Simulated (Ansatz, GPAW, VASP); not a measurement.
Si: 3 runs at one level of theory

```xyz
2
Lattice="0.0000 2.7219 2.7219 2.7219 0.0000 2.7219 2.7219 2.7219 0.0000" Properties=species:S:1:pos:R:3 pbc="T T T"
Si    2.7219    2.7219    2.7219
Si    4.0828    4.0828    4.0828
```

Alike in all runs: task single point; functional PBE; k mesh 8 × 8 × 8; occupations gaussian, width 0.019 eV; no spin polarisation; no spin-orbit coupling. Pressure is positive in compression and, in plane waves, holds the error of the finite cutoff.

```csv
program and potentials,plane-wave cutoff (eV),notes,band gap (eV),pressure (GPa)
"Ansatz, all-electron LAPW, scalar-relativistic",-,-,0.63,1.31
"GPAW, GPAW PAW data sets (gpaw-data 1.2.1)",600,-,0.62,1.61
"VASP, PBE PAW files Si, 520 eV",520,-,0.63,1.27
```

The band gap spans 0.62 (GPAW, GPAW PAW data sets (gpaw-data 1.2.1)) to 0.63 eV (VASP, PBE PAW files Si, 520 eV), with all-electron results at 0.63. The pressure spans 1.27 (VASP, PBE PAW files Si, 520 eV) to 1.61 GPa (GPAW, GPAW PAW data sets (gpaw-data 1.2.1)), with all-electron results at 1.31. The gap is indirect and read on the mesh alone.

Differences between rows come from potentials, basis sets and numerical settings, since the functional is the same but for its coding. Runs on potential files found faulty are left out.

The three runs agree closely on the gap but less well on the pressure, where GPAW stands above the other two. The gap separates bonding states of p character at the zone centre from antibonding s-p states near X, and all three potentials describe these valence states almost equally well. Pressure, as a volume derivative of the energy, is more sensitive to small differences in the data sets or basis.

The gap is far below the measured one, as expected of a semilocal functional, whose Kohn-Sham gap lacks the derivative discontinuity. Sampling can't explain the shortfall, since missing the conduction minimum between Γ and X can only widen the gap. The agreement therefore supports the numerical reproducibility of the PBE gap, not its accuracy as a quasiparticle or optical gap.

The positive pressure in every run suggests that the PBE equilibrium volume is larger than that of this cell. This fits the functional's known tendency to lengthen the Si–Si bond slightly, and needn't mean that real silicon would be compressed at this volume.
